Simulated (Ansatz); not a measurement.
The system is Sb.

```
Sb
1.0
     3.16000    0.00000    0.00000
     0.00000    3.16000    0.00000
     0.00000    0.00000    3.16000
Sb
1
Cartesian
  0.0000 0.0000 0.0000
```

This isn't the form of Sb at room conditions, which is rhombohedral.

- Program: Ansatz 0.2.0
- Task: relaxation of cell and atoms
- Functional: HSE03
- Potentials or basis: Ansatz PAW
- Cutoff: 420 eV (not typed: the program's choice for these potentials)
- k mesh: 4 × 4 × 4
- Occupations: fermi-dirac, width 0.05 eV
- Spin: no spin polarisation

At the start: volume 31.55 Å³/atom.

Task: How do energy, volume and symmetry change on relaxing?

Result: It ends after 5 steps and the volume is 28.58 Å³/atom (-9.4 %); space group Pm-3m (No. 221, to 0.05 Å).

Step by step:
| step | energy change (eV) | largest force (eV/Å) | volume (Å³) |
| --- | --- | --- | --- |
| 1 | 0.0000 | 0.0000 | 31.55 |
| 2 | -0.0448 | 0.0000 | 27.53 |
| 3 | -0.0523 | 0.0000 | 28.79 |
| 4 | -0.0527 | 0.0000 | 28.58 |
| 5 | -0.0520 | 0.0000 | 28.58 |

Final structure:
```cif
data_structure
_symmetry_space_group_name_H-M 'P 1'
_symmetry_Int_Tables_number 1
_cell_length_a 3.0574
_cell_length_b 3.0574
_cell_length_c 3.0574
_cell_angle_alpha 90.000
_cell_angle_beta 90.000
_cell_angle_gamma 90.000
_cell_volume 28.58
loop_
_atom_site_label
_atom_site_type_symbol
_atom_site_fract_x
_atom_site_fract_y
_atom_site_fract_z
_atom_site_occupancy
Sb1 Sb 0.00000 0.00000 0.00000 1
```

Caveat: the k mesh is coarse (spacing up to 0.50 Å⁻¹), so the values aren't converged, least of all with exact exchange; the plane-wave basis is chosen anew once the cell has moved, so the energies of steps on either side of that aren't comparable; the PAW data sets come from PBE, with cores solved anew for the run's functional, which leaves a small shift of forces and pressure.
